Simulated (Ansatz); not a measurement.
Something may be wrong with this Ansatz 0.2.0 calculation of Pt.

The input input.yaml:

```yaml
crystal:
  lattice:
    - [0.0, 1.9609, 1.9609]
    - [1.9609, 0.0, 1.9609]
    - [1.9609, 1.9609, 0.0]
  atoms:
    - { symbol: Pt, position: [0.0, 0.0, 0.0] }
hamiltonian:
  xc: hse06
  pseudopotentials: { kind: paw_fr }
magnetization:
  noncollinear: true
  spin_orbit: true
kpoints:
  mp_grid: { grid: [7, 6, 8] }
  band_path:
    path:
      - [[0.0, 0.0, 0.0], [0.5, 0.0, 0.5], [0.5, 0.25, 0.75], [0.375, 0.375, 0.75], [0.0, 0.0, 0.0], [0.5, 0.5, 0.5], [0.625, 0.25, 0.625], [0.5, 0.25, 0.75], [0.5, 0.5, 0.5], [0.375, 0.375, 0.75]]
      - [[0.625, 0.25, 0.625], [0.5, 0.0, 0.5]]
    npoints: 4
scf:
  occupations: { method: fermi_dirac, width: 0.1 }
  n_extra_bands: 6
  max_iter: 60
output:
  forces: true
  stress: true
  eigenvalues: true
  fatbands: false
```

Potentials or basis: Ansatz PAW.

Run with:

```bash
$ ansatz run input.yaml --threads 1 --pin off --max-ram 2560MiB --backend cpu --events-out ev --progress --plain --runs-dir out
```

Output:

```text
Warning: crystal.symmetry: narrowed to the stabiliser of the k-point mesh — unitary ops 48 → 2, anti-unitary 48 → 2; excluded 92 operations that carry a point of the 7×6×8 mesh (shift [0, 0, 0]) off the mesh (the run samples exactly the mesh kpoints.mp_grid names, as under crystal.symmetry.detect: false, and its converged state has the mesh's symmetry, not the crystal's; ε∞, the Born charges and the force constants of a linear response (`dielectric:` by the response, `phonons.method: dfpt`) are averaged over those of the crystal's operations that the state keeps within a tolerance, where `mesh_tensors`, `unaveraged_element` or `gamma_mean_max_change_ev_ang2` stands beside them; a row that `dielectric.field_direction` solves alone is averaged likewise, with nothing beside; a Γ-centred mesh of equal divisions is mapped onto itself by every operation and keeps the whole group, as does a half-shifted one under kpoints.further_shifts: images)
[... 64 lines left out ...]
SCF iter   5: F=-12536.959254 eV  HF=-12536.959254 eV  |F-HF|=5.22e-9  |Δ(HF+E_count)|=   3.42e-8  Δρ=7.71e-6  dr2=6.89e-9  dr2_m=0.00e0 (ungated)  ethr=2.75e-10  |M|=0.00e0 ∫|m|=0.00e0 μB  |m|>n=0.0e0 m-floor=0.0e0 τ_xc=0.0e0  ⟨swp⟩=3.1  Hψ=9250  notcnv=0  defer=2
SCF 3 converged in 5 iterations: F = -12536.959254 eV  dr2 = 6.89e-9
  Residual-converged pass: ⟨swp⟩=3.0  Hψ=7772  notcnv=0  max |occ|·‖R‖ = 2.4e-6 eV (tolerance 2.4e-6 eV)  dr2=6.89e-9  dr2_m=0.00e0 (ungated)  dr2_onsite=4.29e-10  max |Δocc| = 2.6e-11
hybrid outer 2: dexx = +3.319e-6 eV, tail = 3.34e-8 eV, Δε = 7.08e-3 eV (about 2.98e-4 eV left of the loop's levels)
```

Question: Diagnose the run.

Answer: The calculation hadn't finished when its time ran out. The input holds a flaw that was put in on purpose: a mesh that breaks the symmetry (kpoints.mp_grid.grid = 7 × 6 × 8).
